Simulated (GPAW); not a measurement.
## ZrO2 in GPAW: convergence with plane-wave cutoff (eV)

Input of the first run (plane-wave cutoff (eV) 300); the others differ in this setting and in those tied to it:

run.py

```python
from ase.dft.bandgap import bandgap
from ase.io import read, write
from ase.units import GPa
from gpaw import GPAW, PW

atoms = read('ZrO2.xyz')

calc = GPAW(mode=PW(300),
            xc='LDA',
            kpts={'size': (5, 5, 3), 'gamma': True},
            occupations={'name': 'fermi-dirac', 'width': 0.05},
            nbands=43,
            convergence={'density': 1e-05, 'energy': 1e-05},
            maxiter=100,
            txt='gpaw.txt')
atoms.calc = calc
energy = atoms.get_potential_energy()
forces = atoms.get_forces()
stress = atoms.get_stress()
calc.write('gs.gpw')
write('result.traj', atoms)
print(f'Energy: {energy:.6f} eV')
print('Forces (eV/A):')
print(forces.round(4))
print('Stress (GPa):', (stress / GPa).round(3))
print('Fermi level:', round(calc.get_fermi_level(), 4), 'eV')
print(f'Gap: {bandgap(calc)[0]:.4f} eV, direct: {bandgap(calc, direct=True)[0]:.4f} eV')
```

The input ZrO2.xyz:

```xyz
6
Lattice="3.5961000000 0.0000000000 0.0000000000 0.0000000000 3.5961000000 0.0000000000 0.0000000000 0.0000000000 5.1770000000" Properties=species:S:1:pos:R:3 pbc="T T T"
Zr     1.7980500000      1.7980500000      2.5885000000
Zr     0.0000000000      0.0000000000      0.0000000000
O      1.7980500000      0.0000000000      4.1260690000
O      1.7980500000      0.0000000000      1.5375690000
O      0.0000000000      1.7980500000      3.6394310000
O      0.0000000000      1.7980500000      1.0509310000
```

Potentials or basis: the program's PAW data sets (release 1.2.1) made for this functional, pw.

The run is started by

```bash
$ OMP_NUM_THREADS=1 python run.py
```

Hardware: 1 thread of Arm Neoverse V2, with other jobs on the host.

Q: The values tried are 300, 350, 400, 500, 600, 700, 800, 1000, 1200, loosest first. From which on does the largest force stay within 0.005 eV/Å of the tightest run that finished?

A: From 500 on.

```
plane-wave cutoff (eV)  energy less the tightest run, at zero smearing (meV/atom)  pressure (GPa)  largest force (eV/Å)  gap on the mesh (eV)  SCF cycles  CPU time (s)  peak memory (GiB)
                   300                                                    4875.57         -183.67                 0.430                 3.573          11             9               0.14
                   350                                                    2567.50         -123.17                 0.089                 3.690          11            10               0.15
                   400                                                    1286.07          -78.43                 0.157                 3.870          11            13               0.16
                   500                                                     296.45          -31.96                 0.185                 3.909          11            15               0.17
                   600                                                      60.17          -16.20                 0.183                 3.905          11            22               0.18
                   700                                                       9.42          -11.50                 0.186                 3.907          11            27                0.2
                   800                                                       1.63          -10.45                 0.186                 3.906          11            31               0.21
                  1000                                                       0.64          -10.31                 0.186                 3.906          11            42               0.25
                  1200                                                       0.00          -10.31                 0.186                 3.906          11            56               0.29
```

Against the tightest run, the energy stays within 1 meV/atom from 1000 on; the pressure stays within 0.1 GPa from 1000 on; the gap on the mesh stays within 0.01 eV from 500 on. The tightest run that finished is the yardstick and may itself not be fully converged.

Caveat, for the tightest run too: the k mesh is coarse; an odd mesh through Γ misses points on the zone boundary, where band edges often lie.
